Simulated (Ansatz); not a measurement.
A single-point calculation of PtS2 in the CdI2-type structure with the plane-wave code Ansatz, at the level HSE06. The cell was relaxed with r2SCAN+rVV10 and then strained (isotropic +0.32 % on every length), with the atoms relaxed again with r2SCAN+rVV10; k points keep the names of the unstrained zone.

```yaml
crystal:
  lattice:
    - [3.5640100334, 0.0, 0.0]
    - [-1.7820050167, 3.0865232283, 0.0]
    - [0.0, 0.0, 5.1391037203]
  atoms:
    - { symbol: Pt, position: [0.0, 0.0, 0.0] }
    - { symbol: S, position: [0.3333333333, 0.6666666667, 0.2375186075] }
    - { symbol: S, position: [0.6666666667, 0.3333333333, 0.7624813925] }
kpoints:
  mp_grid: { grid: [6, 6, 4] }
  band_path:
    path:
      - [0.0, 0.0, 0.0]
      - [0.5, 0.0, 0.0]
      - [0.3333333333, 0.3333333333, 0.0]
      - [0.0, 0.0, 0.5]
      - [0.5, 0.0, 0.5]
      - [0.3333333333, 0.3333333333, 0.5]
      - [0.0, 0.1666666667, 0.1666666667]
      - [0.0, 0.25, 0.3333333333]
    npoints: 1
hamiltonian:
  xc: hse06
scf:
  occupations: { method: fixed }
  n_extra_bands: 4
output:
  forces: true
  stress: true
  eigenvalues: true
```

The output follows, shortened, with numbered blanks.
```
scf.n_extra_bands = 4 over 15 filled bands (N_el = 30.0): the run solves 19 bands
Pseudopotential: Pt, paw, valence charge 18, recommended cutoff 420 eV (normal)
Pseudopotential: S, paw, valence charge 6, recommended cutoff 420 eV (normal)
Functional definition: HSE06
Crystal: 3 atoms, lattice volume = 56.532 Å³
Basis set: ecut = 420 eV, 1091 PW (Γ)
Symmetry: 12 space group operations
Space group: P-3m1 (ITA 164)
k-points: 24 of 144
[warm-up without exact exchange]
SCF 1 stopped early in 4 iterations: F = -14328.201892 eV  dr2 = 6.56e-5
[exact exchange on]
Exchange kernel: α = 0.2500, screened, ω = 0.2079 Å⁻¹, Wigner–Seitz truncation, v(0) = 1045.8299 eV·Å³, q-mesh 6×6×4
SCF 2 stopped early in 8 iterations: F = -14331.472870 eV  dr2 = 3.70e-6
hybrid outer 1: dexx = +1.763e-2 eV, tail = 4.69e-5 eV
SCF 3 converged in 6 iterations: F = -14331.472891 eV  dr2 = 2.82e-10
hybrid outer 2: dexx = +1.660e-6 eV, tail = 3.62e-8 eV, Δε = 2.40e-3 eV, ΔF = 1.57e-3 eV/Å
hybrid SCF converged: 2 outer / 14 inner (+4 warm-up)
Free energy (F): -14331.472891 eV
[1]
--- Forces (eV/Å), atoms counted from 1 ---
[2]
--- Stress (GPa, compression-positive) ---
       -2.305776       0.000000       0.000000
        0.000000      -2.305776       0.000000
        0.000000       0.000000      -0.328514
  P = ⅓ Tr σ = -1.6467 GPa (-16.467 kbar)
--- Band table (eV; the first three rows and the last of 24) ---
[3]
```

The rows of the band table are 0: (0, 0, 0) = Γ, 1: (0, 0, 1/4), 2: (0, 0, -1/2) = A, 23: (1/3, 1/3, -1/2) = H.

Task: Give the withheld lines. They hold the forces, the Fermi energy and the band table.

Result:
```
[1]
Fermi energy:    9.979854 eV
[2]
  atom   1  Pt      0.00000      0.00000      0.00000
  atom   2  S       0.00000      0.00000    -0.37719
  atom   3  S       0.00000      0.00000      0.37719
[3]
  k-point 0: bands = […, 5.4176, 5.4176, 7.4133, 8.8446, 8.8446, 9.9799, 12.7884, 12.7884, 15.5027, 16.3529]
  k-point 1: bands = […, 5.4053, 5.4053, 7.3661, 8.7283, 8.7283, 9.2125, 13.0609, 13.0609, 15.8327, 17.2477]
  k-point 2: bands = […, 5.3934, 5.3934, 7.2308, 8.5011, 8.6194, 8.6194, 13.3477, 13.3477, 16.3379, 18.0873]
  k-point 23: bands = […, 5.2210, 5.2210, 5.7484, 6.0710, 7.5314, 7.5314, 12.8115, 12.8115, 18.1985, 18.8461]
```
The trailing digits, and the zero of the energies, depend on the potentials and thresholds.

The HSE06 gap is indirect, 1.29 eV (Γ to k = (0, 1/4, 1/3)), below the direct gap of 1.73 eV at k = (0, 1/4, 1/3). With the atoms held, the mean pressure is -1.6 GPa (compression positive). The stress of a hybrid is loosely converged here. The largest force is 0.38 eV/Å.

Calculated for a static, non-magnetic cell.

Spin-orbit coupling is left out, which matters wherever the heavy atoms make up the band edges.

The meshes of the hybrids are coarse, so their gaps aren't converged to the digits shown.
